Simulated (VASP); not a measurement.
Here is a VASP 6.6.1 calculation.

File INCAR:

```
PREC     = Accurate       # precision mode
ENCUT    = 750            # plane-wave cutoff, eV
EDIFF    = 1E-8           # SCF threshold, eV
ISMEAR   = 0              # smearing method
SIGMA    = 0.05           # smearing width, eV
LREAL    = False          # projectors in reciprocal space
LASPH    = True           # aspherical terms in the spheres
NELM     = 120            # most SCF steps
ALGO     = Normal         # electronic algorithm
ISIF     = 2              # what is computed and relaxed
LWAVE    = False          # write WAVECAR
LCHARG   = False          # write CHGCAR
LDIPOL   = True         
IDIPOL   = 3            
DIPOL    = 0.5 0.5 0.500
GGA      = PE             # functional
NBANDS   = 23             # bands
LVHAR    = True         
LVACPOTAV= True
```

File KPOINTS:

```
regular mesh
0
Gamma
  11 11 1
```

Contents of POSCAR:

```
ZrSe2
1.0
    3.7980000000      0.0000000000      0.0000000000
   -1.8990000000      3.2891644800      0.0000000000
    0.0000000000      0.0000000000     25.0960000000
Se Zr
2 1
Direct
    0.6666666667      0.3333333333      0.4383168632
    0.3333333333      0.6666666667      0.5616831368
    0.0000000000      0.0000000000      0.5000000000
```

Potentials or basis: VASP PAW PBE potentials, release 64 (Se, Zr_sv).

Launch:

```console
$ cat potpaw_PBE.64/Se/POTCAR potpaw_PBE.64/Zr_sv/POTCAR > POTCAR
$ mpirun -np 1 vasp_std > vasp.out
```

(1) Predict the largest force.

(2) Estimate the ionisation potential of the upper face.

(3) What does it give for the band gap on the k mesh?

## Answers

(1) 0.361 eV/Å.

(2) 5.65 eV.

(3) 0.60 eV, indirect (least direct gap 1.14 eV).
